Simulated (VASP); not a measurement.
## Bi: single point with PBEsol

The system is Bi.

```
Bi
1.0
    -1.82732    1.82732    1.82732
     1.82732   -1.82732    1.82732
     1.82732    1.82732   -1.82732
Bi
1
Direct
  0.00000 0.00000 0.00000
```

This isn't the form of Bi at room conditions, which is rhombohedral.

```yaml
Program: VASP 6.6.1
Task: single point
Functional: PBEsol
Potentials_or_basis: VASP PAW PBE potentials, release 64 (Bi_d)
Cutoff: 520 eV
k_mesh: 16 × 16 × 16
Occupations: fermi-dirac, width 0.1 eV
Spin: no spin polarisation
Dipole_correction: no
Further_INCAR_settings: ALGO = Normal; EDIFF = 1e-06; NBANDS = 14
```

| Item | Value |
| --- | --- |
| Pressure | 20.1 GPa |
| Band gap on the k mesh | none (metal or under the smearing width) |

Levels at points of the mesh, in eV from the Fermi level:
| k point | band 4 | band 5 | band 6 | band 7 | band 8 | band 9 | band 10 | band 11 | band 12 | band 13 |
| --- | --- | --- | --- | --- | --- | --- | --- | --- | --- | --- |
| (0.00, 0.00, 0.00) | -22.94 | -22.94 | -15.49 | 7.16 | 7.16 | 7.16 | 10.45 | 10.45 | 10.45 | 12.79 |
| (0.50, 0.00, 0.00) | -22.95 | -22.76 | -10.84 | -6.65 | 2.10 | 4.06 | 7.04 | 8.34 | 14.08 | 14.47 |
| (0.50, 0.50, 0.50) | -22.80 | -22.80 | -7.42 | -2.39 | -2.39 | -2.39 | 3.35 | 3.35 | 16.04 | 20.00 |

Wall time 26 s on 1 thread of Intel(R) Xeon(R) Platinum 8488C (Sapphire Rapids) (shared host), peak memory 0.17 GiB.

Caveat: so large a pressure means that the cell lies far from this level's equilibrium, or that cutoff or potentials fall short; the potentials were made for another functional, which shifts forces and pressure; spin-orbit coupling is left out, which moves the levels of the heavy elements.
